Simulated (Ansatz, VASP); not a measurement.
**ZnS: VASP beside Ansatz**

The input INCAR:

```
SYSTEM = ZnS
PREC = Accurate
ENCUT = 600
EDIFF = 1E-6
ISMEAR = 0
SIGMA = 0.02
LREAL = .False.
LASPH = .True.
NELM = 80
ALGO = Normal
ISIF = 3
LWAVE = .False.
LCHARG = .False.
GGA = PE
IVDW = 12
IBRION = 2
NSW = 70
EDIFFG = -0.005
```

Contents of KPOINTS:

```
Automatic mesh
0
Gamma
  10 10 10
  0 0 0
```

File POSCAR:

```
ZnS
1.0
    0.0000000000      2.7214810267      2.7214810267
    2.7214810267      0.0000000000      2.7214810267
    2.7214810267      2.7214810267      0.0000000000
Zn S
1 1
Direct
    0.2500000000      0.2500000000      0.2500000000
    0.0000000000      0.0000000000      0.0000000000
```

Input for Ansatz:

```yaml
crystal:
  lattice:
    - [0.0, 2.7214810265, 2.7214810265]
    - [2.7214810265, 0.0, 2.7214810265]
    - [2.7214810265, 2.7214810265, 0.0]
  atoms:
    - { symbol: Zn, position: [0.25, 0.25, 0.25] }
    - { symbol: S, position: [0.0, 0.0, 0.0] }
basis:
  ecutwfc: 420
kpoints:
  mp_grid: { grid: [10, 10, 10] }
hamiltonian:
  xc: pbe
  dispersion: d3bj
scf:
  occupations: { method: gaussian, width: 0.02 }
output:
  forces: true
  stress: true
  eigenvalues: true
relax:
  adjacent_minimum: "off"
  f_tol: 0.005
  max_steps: 50
  cell: { stress_tol: 0.05 }
```

Alike in both runs: task relaxation of cell and atoms; functional PBE; dispersion D3(BJ); k mesh 10 × 10 × 10; occupations gaussian, width 0.02 eV; no spin polarisation.

|  | VASP | Ansatz |
| --- | --- | --- |
| version | VASP 6.6.1 | Ansatz 0.2.0 |
| potentials or method | VASP PAW PBE potentials, release 64 (Zn, S) | scalar-relativistic, plane waves, PAW |
| plane-wave cutoff (eV) | 600 | 420 |
| valence electrons in the cell | 18 | 18 |

Ansatz gave:

| Quantity | Value |
| --- | --- |
| gap on the k mesh at the Fermi level, each at its own relaxed structure (eV) | 2.18 |
| relaxed volume (Å³/atom) | 19.42 |
| relaxed cell length with the largest relative difference (Å) | 3.801 |
| energy change over the relaxation (meV/atom) | -6 |

Q: Estimate VASP's values.

A: gap on the k mesh at the Fermi level, each at its own relaxed structure (eV): 2.17; relaxed volume (Å³/atom): 19.48; relaxed cell length with the largest relative difference (Å): 3.805; energy change over the relaxation (meV/atom): -6.
